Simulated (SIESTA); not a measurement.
# ZnS (F-43m) in SIESTA: further runs, part 2 of 2

SIESTA 5.4.2. Earlier steps stand in the parts before.

## 6. Single point, PBE, 18.94 Å³/atom

The input, ZnS.fdf:

```
SystemName                      ZnS
SystemLabel                     ZnS
NumberOfSpecies                 2
NumberOfAtoms                   2
%block ChemicalSpeciesLabel
  1  30 Zn
  2  16 S
%endblock ChemicalSpeciesLabel

LatticeConstant                 1.0 Ang
%block LatticeVectors
     0.0000000000     2.6654820099     2.6654820099
     2.6654820099     0.0000000000     2.6654820099
     2.6654820099     2.6654820099     0.0000000000
%endblock LatticeVectors
AtomicCoordinatesFormat         Fractional
%block AtomicCoordinatesAndAtomicSpecies
     0.7500000000     0.7500000000     0.7500000000  1  Zn
     0.0000000000     0.0000000000     0.0000000000  2  S
%endblock AtomicCoordinatesAndAtomicSpecies

%block kgrid.MonkhorstPack
    9   0   0  0.0
    0   9   0  0.0
    0   0   9  0.0
%endblock kgrid.MonkhorstPack
XC.Functional                   GGA
XC.Authors                      PBE
PAO.BasisSize                   TZP
PAO.EnergyShift                 0.01 Ry
Mesh.Cutoff                     800 Ry
OccupationFunction              FD
ElectronicTemperature           0.05 eV
MaxSCFIterations                120
SCF.MustConverge                false
SCF.Mixer.Method                Pulay
SCF.Mixer.Weight                0.25
SCF.Mixer.History               8
SCF.DM.Tolerance                5.0e-05
SCF.H.Tolerance                 1.0e-03 eV
WriteForces                     true
Charge.Mulliken                 end
```

Potentials or basis: PseudoDojo 0.4 standard (PBE files), TZP (energy shift 0.01 Ry).

Launch:

```bash
siesta ZnS.fdf > ZnS.out 2>&1
```

It took 20 s on 1 thread of Arm Neoverse V1, shared host; peak memory 0.2 GiB.

The run converged. Its results:

```
Free energy            : -5987.8170 eV
Pressure               : 3.8 GPa
Band gap on the k mesh : 2.52 eV, direct
```

Caveat: semicore shells carry a single zeta, which can move pressures by several GPa and volumes by a few percent; the valence orbitals were made in a potential fitted to the semicore shell under them, which widens gaps by tenths of an eV or more; an odd mesh through Γ misses points on the zone boundary, where band edges often lie; the basis of atomic orbitals isn't converged, which shifts pressures, moduli and gaps.

## 7. Single point, PBE, 19.33 Å³/atom

Edit ZnS.fdf of step 6 so:

```diff
@@ -11,5 +11,5 @@
 %block LatticeVectors
-     0.0000000000     2.6654820099     2.6654820099
-     2.6654820099     0.0000000000     2.6654820099
-     2.6654820099     2.6654820099     0.0000000000
+     0.0000000000     2.6838652254     2.6838652254
+     2.6838652254     0.0000000000     2.6838652254
+     2.6838652254     2.6838652254     0.0000000000
 %endblock LatticeVectors
```

Launch:

```bash
siesta ZnS.fdf > ZnS.out 2>&1
```

It took 21 s on 1 thread of Arm Neoverse V1, shared host; peak memory 0.2 GiB.

It converged, with:

```
Free energy            : -5987.8295 eV
Pressure               : 1.4 GPa
Band gap on the k mesh : 2.42 eV, direct
```

Caveat: semicore shells carry a single zeta, which can move pressures by several GPa and volumes by a few percent; the valence orbitals were made in a potential fitted to the semicore shell under them, which widens gaps by tenths of an eV or more; an odd mesh through Γ misses points on the zone boundary, where band edges often lie; the basis of atomic orbitals isn't converged, which shifts pressures, moduli and gaps.

## 8. Single point, PBE, 19.73 Å³/atom

Edit ZnS.fdf of step 7 so:

```diff
@@ -11,5 +11,5 @@
 %block LatticeVectors
-     0.0000000000     2.6838652254     2.6838652254
-     2.6838652254     0.0000000000     2.6838652254
-     2.6838652254     2.6838652254     0.0000000000
+     0.0000000000     2.7020000000     2.7020000000
+     2.7020000000     0.0000000000     2.7020000000
+     2.7020000000     2.7020000000     0.0000000000
 %endblock LatticeVectors
```

Launch:

```bash
siesta < ZnS.fdf > ZnS.out 2>&1
```

Run time: 18 s. Hardware: 1 thread of Arm Neoverse V1, shared host; peak memory 0.19 GiB.

The run converged. Its results:

* Free energy: -5987.8323 eV
* Pressure: -0.3 GPa
* Band gap on the k mesh: 2.33 eV, direct

Caveat: semicore shells carry a single zeta, which can move pressures by several GPa and volumes by a few percent; the valence orbitals were made in a potential fitted to the semicore shell under them, which widens gaps by tenths of an eV or more; an odd mesh through Γ misses points on the zone boundary, where band edges often lie; the basis of atomic orbitals isn't converged, which shifts pressures, moduli and gaps.

## 9. Single point, PBE, 20.12 Å³/atom

Edit ZnS.fdf of step 8 so:

```diff
@@ -11,5 +11,5 @@
 %block LatticeVectors
-     0.0000000000     2.7020000000     2.7020000000
-     2.7020000000     0.0000000000     2.7020000000
-     2.7020000000     2.7020000000     0.0000000000
+     0.0000000000     2.7198945612     2.7198945612
+     2.7198945612     0.0000000000     2.7198945612
+     2.7198945612     2.7198945612     0.0000000000
 %endblock LatticeVectors
```

Potentials or basis: PseudoDojo 0.4 standard (PBE files), TZP (energy shift 0.01 Ry).

Launch:

```bash
siesta < ZnS.fdf > ZnS.out 2>&1
```

It took 18 s on 1 thread of Arm Neoverse V1, shared host; peak memory 0.19 GiB.

Results (log left out):

| Item | Value |
| --- | --- |
| Free energy | -5987.8267 eV |
| Pressure | -2.0 GPa |
| Band gap on the k mesh | 2.24 eV, direct |

Caveat: semicore shells carry a single zeta, which can move pressures by several GPa and volumes by a few percent; the valence orbitals were made in a potential fitted to the semicore shell under them, which widens gaps by tenths of an eV or more; an odd mesh through Γ misses points on the zone boundary, where band edges often lie; the basis of atomic orbitals isn't converged, which shifts pressures, moduli and gaps.

## 10. Single point, PBE, 20.52 Å³/atom

Edit ZnS.fdf of step 9 so:

```diff
@@ -11,5 +11,5 @@
 %block LatticeVectors
-     0.0000000000     2.7198945612     2.7198945612
-     2.7198945612     0.0000000000     2.7198945612
-     2.7198945612     2.7198945612     0.0000000000
+     0.0000000000     2.7375567091     2.7375567091
+     2.7375567091     0.0000000000     2.7375567091
+     2.7375567091     2.7375567091     0.0000000000
 %endblock LatticeVectors
```

Launch:

```bash
siesta ZnS.fdf > ZnS.out 2>&1
```

It took 18 s on 1 thread of Arm Neoverse V1, shared host; peak memory 0.19 GiB.

It converged, with:

```
Free energy            : -5987.8129 eV
Pressure               : -3.5 GPa
Band gap on the k mesh : 2.15 eV, direct
```

Caveat: semicore shells carry a single zeta, which can move pressures by several GPa and volumes by a few percent; the valence orbitals were made in a potential fitted to the semicore shell under them, which widens gaps by tenths of an eV or more; an odd mesh through Γ misses points on the zone boundary, where band edges often lie; the basis of atomic orbitals isn't converged, which shifts pressures, moduli and gaps.

## 11. Single point, PBE, 20.91 Å³/atom

Edit ZnS.fdf of step 10 so:

```diff
@@ -11,5 +11,5 @@
 %block LatticeVectors
-     0.0000000000     2.7375567091     2.7375567091
-     2.7375567091     0.0000000000     2.7375567091
-     2.7375567091     2.7375567091     0.0000000000
+     0.0000000000     2.7549938462     2.7549938462
+     2.7549938462     0.0000000000     2.7549938462
+     2.7549938462     2.7549938462     0.0000000000
 %endblock LatticeVectors
```

Launch:

```bash
siesta ZnS.fdf > ZnS.out 2>&1
```

It took 21 s on 1 thread of Arm Neoverse V1, shared host; peak memory 0.21 GiB.

Results (log left out):

```
Free energy            : -5987.7913 eV
Pressure               : -5.0 GPa
Band gap on the k mesh : 2.07 eV, direct
```

Caveat: semicore shells carry a single zeta, which can move pressures by several GPa and volumes by a few percent; the valence orbitals were made in a potential fitted to the semicore shell under them, which widens gaps by tenths of an eV or more; an odd mesh through Γ misses points on the zone boundary, where band edges often lie; the basis of atomic orbitals isn't converged, which shifts pressures, moduli and gaps.

## 12. Equation of state, PBE

Potentials or basis: PseudoDojo 0.4 standard (PBE files), TZP (energy shift 0.01 Ry).

This step only gathers the single runs of the series.

Results:

```
Equilibrium volume                      : 19.65 Å³/atom
Bulk modulus                            : 92 GPa
Pressure derivative of the bulk modulus : 4.4 (rough: it moves with the points fitted)
```

Energy against volume, from the lowest point:
```
volume (Å³/atom)  energy (meV/atom)
          18.543              19.90
          18.938               7.67
          19.332               1.41
          19.727               0.00
          20.121               2.83
          20.516               9.74
          20.910              20.50
```

Caveat: semicore shells carry a single zeta, which can move pressures by several GPa and volumes by a few percent; the valence orbitals were made in a potential fitted to the semicore shell under them, which widens gaps by tenths of an eV or more; the basis of atomic orbitals isn't converged, which shifts pressures, moduli and gaps.

## 13. Comparison with measurements

Step 12. Against the measured bulk modulus of ZnS, 76.9 GPa (quoted in “Electronic, vibrational, and thermodynamic properties of ZnS (zincblende and rocksalt structure)”, 2009, arxiv:0911.5022), the calculated 92 GPa is off by +19.8 %. The fit is for a static lattice scaled at fixed shape and fixed fractional positions.
